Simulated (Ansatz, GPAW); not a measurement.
This is a calculation of KF (Carobbiite) for GPAW 26.7.0 (ASE script). 

run.py

```python
from ase.dft.bandgap import bandgap
from ase.io import read, write
from ase.units import Bohr, GPa
from gpaw import GPAW, PW
from gpaw.elf import elf_from_dft_calculation

atoms = read('POSCAR')

calc = GPAW(mode=PW(800),
            xc='RPBE',
            kpts={'size': (9, 9, 9), 'gamma': True},
            occupations={'name': 'methfessel-paxton', 'order': 0, 'width': 0.02},
            nbands=16,
            convergence={'density': 1e-05, 'energy': 1e-05},
            maxiter=150,
            txt='gpaw.txt')
atoms.calc = calc
energy = atoms.get_potential_energy()
forces = atoms.get_forces()
stress = atoms.get_stress()
calc.write('gs.gpw')
write('result.traj', atoms)
print(f'Energy: {energy:.6f} eV')
print('Forces (eV/A):')
print(forces.round(4))
print('Stress (GPa):', (stress / GPa).round(3))
print('Fermi level:', round(calc.get_fermi_level(), 4), 'eV')
print(f'Gap: {bandgap(calc)[0]:.4f} eV, direct: {bandgap(calc, direct=True)[0]:.4f} eV')

# fields on the real-space grid
write('density.cube', atoms, data=calc.get_pseudo_density() * Bohr**3)
write('potential.cube', atoms, data=calc.get_electrostatic_potential())
write('elf.cube', atoms, data=elf_from_dft_calculation(calc).data)
```

POSCAR

```
KF
1.0
    0.0000000000      2.6718500000      2.6718500000
    2.6718500000      0.0000000000      2.6718500000
    2.6718500000      2.6718500000      0.0000000000
K F
1 1
Direct
    0.0000000000      0.0000000000      0.0000000000
    0.5000000000      0.5000000000      0.5000000000
```

Potentials or basis: the program's PAW data sets (release 1.2.1) made for this functional, pw.

Command:

```bash
$ OMP_NUM_THREADS=1 python run.py
```

Task: Translate it to Ansatz 0.2.0. Potentials or basis there: Ansatz PAW, cutoff 420 eV.

Result: As run (cutoffs and basis follow the program's own potentials, and thresholds, step limits or extra output files can differ):

input.yaml

```yaml
crystal:
  lattice:
    - [0.0, 2.67185, 2.67185]
    - [2.67185, 0.0, 2.67185]
    - [2.67185, 2.67185, 0.0]
  atoms:
    - { symbol: K, position: [0.0, 0.0, 0.0] }
    - { symbol: F, position: [0.5, 0.5, 0.5] }
hamiltonian:
  xc: rpbe
  pseudopotentials: { kind: paw }
kpoints:
  mp_grid: { grid: [9, 9, 9] }
scf:
  occupations: { method: gaussian, width: 0.02 }
output:
  forces: true
  stress: true
  eigenvalues: true
```

Potentials or basis: Ansatz PAW.

Launch:

```console
$ ansatz run input.yaml --threads 1 --pin off --max-ram 3584MiB --backend cpu --events-out ev --progress --plain --runs-dir out
```

Both were run:

|  | GPAW | Ansatz |
| --- | --- | --- |
| Pressure | 3.3 GPa | 4.1 GPa |

Ansatz's pressure holds a Pulay term of +0.26 GPa for its cutoff of 420 eV, which the other run lacks.

Ansatz's potentials were made for PBE.

Where Ansatz's input types no cutoff or centring, it takes its own default and a Γ-centred mesh.

Pressure is positive in compression.
